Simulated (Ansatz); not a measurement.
Density of states of Be

```yaml
crystal:
  lattice:
    - [0.00000, 2.44846, 2.44846]
    - [2.44846, 0.00000, 2.44846]
    - [2.44846, 2.44846, 0.00000]
  atoms:
    - { symbol: Be, position: [0.00000, 0.00000, 0.00000] }
    - { symbol: Be, position: [0.25000, 0.25000, 0.25000] }
```

The conventional cell has a = 4.897 Å, b = 4.897 Å, c = 4.897 Å, α = 90.00°, β = 90.00°, γ = 90.00°. Around Be (atom 1) lie 4 Be at 2.12 Å.

The cell was built from the diamond type and relaxed in the same program, and has space group Fd-3m; it needn't be a known or the stable phase.

All numbers below come from DFT, PBE, all-electron LAPW, scalar-relativistic in Ansatz 0.2.0.

Numerical set-up: a Γ-centred 13×13×13 k mesh, Fermi–Dirac smearing of 0.08 eV, basis error target 0.25 meV/atom, no spin polarisation.

States per eV and cell, averaged over 0.6 eV, from -7.6 to 4.8 eV, with energies (bin centres) from the Fermi level; empty bins are left out. 

| E (eV) | total |
| --- | --- |
| -7.4 | 0.02 |
| -6.8 | 0.18 |
| -6.2 | 0.29 |
| -5.6 | 0.36 |
| -5.0 | 0.43 |
| -4.4 | 0.49 |
| -3.8 | 0.59 |
| -3.2 | 0.56 |
| -2.6 | 0.67 |
| -2.0 | 0.68 |
| -1.4 | 0.76 |
| -0.8 | 0.81 |
| -0.2 | 0.92 |
| 0.4 | 1.06 |
| 1.0 | 1.31 |
| 1.6 | 1.20 |
| 2.2 | 1.10 |
| 2.8 | 0.96 |
| 3.4 | 0.54 |
| 4.0 | 0.30 |
| 4.6 | 0.09 |
